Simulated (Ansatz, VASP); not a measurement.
# Mo: VASP beside Ansatz

Contents of INCAR:

```
PREC = Accurate ; ENCUT = 520
EDIFF = 1E-6 ; ISMEAR = 0
SIGMA = 0.15 ; LREAL = F
LASPH = T ; NELM = 100
ALGO = Fast ; ISIF = 2
LWAVE = F ; LCHARG = T
GGA = PE ; LELF = T
LVHAR = T ; NBANDS = 13
```

The input KPOINTS:

```
Automatic mesh
0
Gamma
  22 22 22
```

File POSCAR:

```
Mo
1.0
    0.0000000000      1.8485378095      2.1572436237
    1.8485378095      0.0000000000      2.1572436237
    1.8485378095      1.8485378095      0.0000000000
Mo
1
Direct
    0.0000000000      0.0000000000      0.0000000000
```

Input for Ansatz:

```yaml
crystal:
  lattice:
    - [0.0, 1.8485378095, 2.1572436237]
    - [1.8485378095, 0.0, 2.1572436237]
    - [1.8485378095, 1.8485378095, 0.0]
  atoms:
    - { symbol: Mo, position: [0.0, 0.0, 0.0] }
basis:
  ecutwfc: 420
kpoints:
  mp_grid: { grid: [22, 22, 22] }
hamiltonian:
  xc: pbe
scf:
  occupations: { method: gaussian, width: 0.15 }
output:
  forces: true
  stress: true
  eigenvalues: true
```

Alike in both runs: task single point; functional PBE; k mesh 22 × 22 × 22; occupations gaussian, width 0.15 eV; no spin polarisation.

```csv
,VASP,Ansatz
version,VASP 6.6.1,Ansatz 0.2.0
potentials or method,"VASP PAW PBE potentials, release 64 (Mo_sv)","scalar-relativistic, plane waves, PAW"
plane-wave cutoff (eV),520,420
valence electrons in the cell,14,14
```

VASP gave:

- gap on the k mesh at the Fermi level (eV): none
- pressure (GPa): 25.8
- largest component of the traceless stress (GPa): 3.54

Problem. Which values does Ansatz return?

Solution. gap on the k mesh at the Fermi level (eV): none; pressure (GPa): 25.1; largest component of the traceless stress (GPa): 3.61.

A gap of «none» marks a metal or a gap that the smearing closes.

Caveats: so large a pressure means that the cell lies far from this level's equilibrium, or that cutoff or potentials fall short (VASP).
